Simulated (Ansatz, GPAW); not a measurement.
Given: the input of a run of GPAW 26.7.0 (ASE script) on Se (Selenium). 

Contents of run.py:

```python
from ase.dft.bandgap import bandgap
from ase.io import read, write
from ase.units import GPa
from gpaw import GPAW, PW

atoms = read('Se.xyz')

calc = GPAW(mode=PW(600),
            xc='PBE',
            kpts={'size': (7, 7, 6), 'gamma': True},
            occupations={'name': 'methfessel-paxton', 'order': 0, 'width': 0.024},
            nbands=19,
            convergence={'density': 1e-05, 'energy': 1e-05},
            maxiter=150,
            txt='gpaw.txt')
atoms.calc = calc
energy = atoms.get_potential_energy()
forces = atoms.get_forces()
stress = atoms.get_stress()
calc.write('gs.gpw')
write('result.traj', atoms)
print(f'Energy: {energy:.6f} eV')
print('Forces (eV/A):')
print(forces.round(4))
print('Stress (GPa):', (stress / GPa).round(3))
print('Fermi level:', round(calc.get_fermi_level(), 4), 'eV')
print(f'Gap: {bandgap(calc)[0]:.4f} eV, direct: {bandgap(calc, direct=True)[0]:.4f} eV')
```

Se.xyz

```xyz
3
Lattice="4.3662000000 0.0000000000 0.0000000000 -2.1831000000 3.7812401180 0.0000000000 0.0000000000 0.0000000000 4.9536000000" Properties=species:S:1:pos:R:3 pbc="T T T"
Se     1.6910292600      2.9289485954      0.0000000000
Se    -0.4920707400      0.8522915226      3.3024000002
Se     0.9841414800      0.0000000000      1.6511999998
```

Potentials or basis: GPAW PAW data sets (gpaw-data 1.2.1), pw.

Run with:

```bash
$ OMP_NUM_THREADS=1 python run.py
```

Q: Translate it to Ansatz 0.2.0. Potentials or basis there: Ansatz PAW, cutoff 420 eV.

A: As run (cutoffs and basis follow the program's own potentials, and thresholds, step limits or extra output files can differ):

File input.yaml:

```yaml
crystal:
  lattice:
    - [4.3662, 0.0, 0.0]
    - [-2.1831, 3.781240118, 0.0]
    - [0.0, 0.0, 4.9536]
  atoms:
    - { symbol: Se, position: [0.7746, 0.7746, 0.0] }
    - { symbol: Se, position: [0.0, 0.2254, 0.6666666667] }
    - { symbol: Se, position: [0.2254, 0.0, 0.3333333333] }
hamiltonian:
  xc: pbe
  pseudopotentials: { kind: paw }
kpoints:
  mp_grid: { grid: [7, 7, 6] }
scf:
  occupations: { method: gaussian, width: 0.024 }
output:
  forces: true
  stress: true
  eigenvalues: true
```

Potentials or basis: Ansatz PAW.

The run is started by

```console
$ ansatz run input.yaml --threads 2 --pin off --max-ram 5632MiB --backend cpu --events-out ev --progress --plain --runs-dir out
```

Both were run:

|  | GPAW | Ansatz |
| --- | --- | --- |
| Pressure | 2.8 GPa | 2.8 GPa |
| Largest force | 0.420 eV/Å | 0.401 eV/Å |

Ansatz's pressure holds a Pulay term of +0.01 GPa for its cutoff of 420 eV, which the other run lacks.

The potentials hold 18 and 48 valence electrons a cell.

Where Ansatz's input types no cutoff or centring, it takes its own default and a Γ-centred mesh.

Pressure is positive in compression.
